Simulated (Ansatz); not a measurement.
**Does this entry for PbS lie near equilibrium?**

The cell is a computed structure from the Materials Project (it need not be an observed phase), atoms as given.

```
Pb S
1.0
     2.07995   -5.99130    0.00000
     2.07995    5.99130    0.00000
     0.00000    0.00000    4.27932
Pb S
2 2
Direct
  0.86944 0.13056 0.75000
  0.13056 0.86944 0.25000
  0.64520 0.35480 0.75000
  0.35480 0.64520 0.25000
```

Sites (sets of like atoms) are named by element and the number of their first atom in this list.

Method: Kohn–Sham DFT in Ansatz, PBE, plane waves and PAW, scalar-relativistic, 420 eV cutoff, Γ-centred 7×7×7 k-points, Fermi–Dirac smearing 0.02 eV.

(1) Do the atoms and the cell lie near the calculated equilibrium?

Answers

(1) Yes. The largest force is 0.099 eV/Å, on atom 3 (S: 5 Pb at 2.69–2.99 Å), and the pressure is 1.1 GPa.
